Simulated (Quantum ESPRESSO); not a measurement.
Runs of Quantum ESPRESSO 7.5 on FePt (Tetraferroplatinum). Symmetry: P4/mmm, No. 123, tetragonal system. Conventional cell: a = 2.724 Å, b = 2.724 Å, c = 3.720 Å, α = 90.00°, β = 90.00°, γ = 90.00°. Pt (site symmetry 4/mmm) is surrounded by 8 Fe at 2.68 Å and 4 Pt at 2.72 Å. Fe (site symmetry 4/mmm) is surrounded by 8 Pt at 2.68 Å and 4 Fe at 2.72 Å. 

```tsv
task	level	potentials or basis	U	cell	k mesh	cutoff (eV)	smearing	SCF threshold	k mesh for the Wannier functions	symmetry	start of the occupations	hubbard projectors	mesh quality	gap on the mesh (eV)	pressure (GPa)	moment (μB)	V0 of scaled cells (Å³/atom)	B0 (GPa)
single point	B86bPBE+D2	SSSP 1.3 efficiency PBE	-	as given	10 × 10 × 7	871	cold 0.2 eV	4e-10 Ry	-	-	-	-	not flagged	none	-11.0	3.27	-	-
band structure	PBEsol	GBRV 1.5 PBEsol	-	as given	10 × 10 × 7	762	fermi-dirac 0.05 eV	4e-10 Ry	-	-	-	-	not flagged	none	(b)	3.33	-	-
equation of state	PBEsol	PseudoDojo 0.4.1 SR PBEsol standard	-	as given	7 × 7 × 5	1225	fermi-dirac 0.05 eV	4e-10 Ry	-	-	-	-	coarse	-	-	-	13.47	221
Wannier functions	PBEsol	GBRV 1.5 PBEsol	-	as given	8 × 8 × 6	762	fermi-dirac 0.05 eV	4e-10 Ry	6 × 6 × 4	-	-	-	not flagged	none	-5.8	3.37	-	-
equation of state	r2SCAN	SG15 PBE 1.2	-	as given	4 × 4 × 3	952	fermi-dirac 0.05 eV	1e-08 Ry	-	off	-	-	coarse	-	-	-	13.90	218
real-space fields	OLYP	GBRV 1.5 PBE	-	as given	10 × 10 × 7	612	fermi-dirac 0.05 eV	4e-10 Ry	-	-	-	-	not flagged	none	2.3	3.43	-	-
phonons	PBE	JTH 2.0 PBE	-	relaxed	8 × 8 × 6	490	cold 0.2 eV	4e-10 Ry	-	-	-	-	not flagged	none	-	3.36	-	-
Wannier functions	PBE	JTH 2.0 PBE	-	as given	8 × 8 × 5	490	fermi-dirac 0.05 eV	4e-10 Ry	6 × 6 × 4	-	-	-	coarse	none	-	3.30	-	-
band structure	PBE	PseudoDojo 0.4.1 SR PBE standard	-	as given	10 × 10 × 7	1225	fermi-dirac 0.05 eV	4e-10 Ry	-	-	-	-	not flagged	none	4.1	3.36	-	-
band structure	PBEsol	PseudoDojo 0.4.1 SR PBEsol standard	-	as given	10 × 10 × 7	1225	fermi-dirac 0.05 eV	4e-10 Ry	-	-	-	-	not flagged	none	(a)	3.34	-	-
equation of state	PBEsol	GBRV 1.5 PBEsol	-	as given	10 × 10 × 7	762	fermi-dirac 0.05 eV	4e-10 Ry	-	-	-	-	not flagged	-	-	-	13.43	231
Hubbard U by linear response	PBE+U	JTH 2.0 PBE	Fe d U = 0.0001 eV, Pt d U = 0.0001 eV	as given	8 × 8 × 6	490	methfessel-paxton 0.2 eV	4e-10 Ry	-	-	default	ortho-atomic	not flagged	none	-	(c)	-	-
```

Alike in all rows: spin collinear, ferromagnetic start.

Question: Fill in the values left out.

Answer: (a) -5.5; (b) -5.9; (c) 3.35.

Caveats: some runs use coarse meshes; the potentials were made for another functional, which shifts forces and pressure (some runs); the cell was scaled at fixed shape and fractional positions, which overstates the stiffness of a crystal with free parameters, most of all of layers and chains (some runs); the cutoff lies well under what these potentials need, so the values aren't converged (some runs); the cutoff is low for these files, which shifts pressure and relaxed volume (some runs); the Wannier minimisation didn't converge (some runs); D2 keeps the scale fitted for PBE (some runs); pairwise dispersion overbinds metals, which lowers pressure and volume (some runs).

A k mesh can miss the band edges, and the runs leave out spin-orbit coupling on Pt.

A gap of «none» marks a metal or a gap under the smearing width.

Not every run made on this cell is shown here.
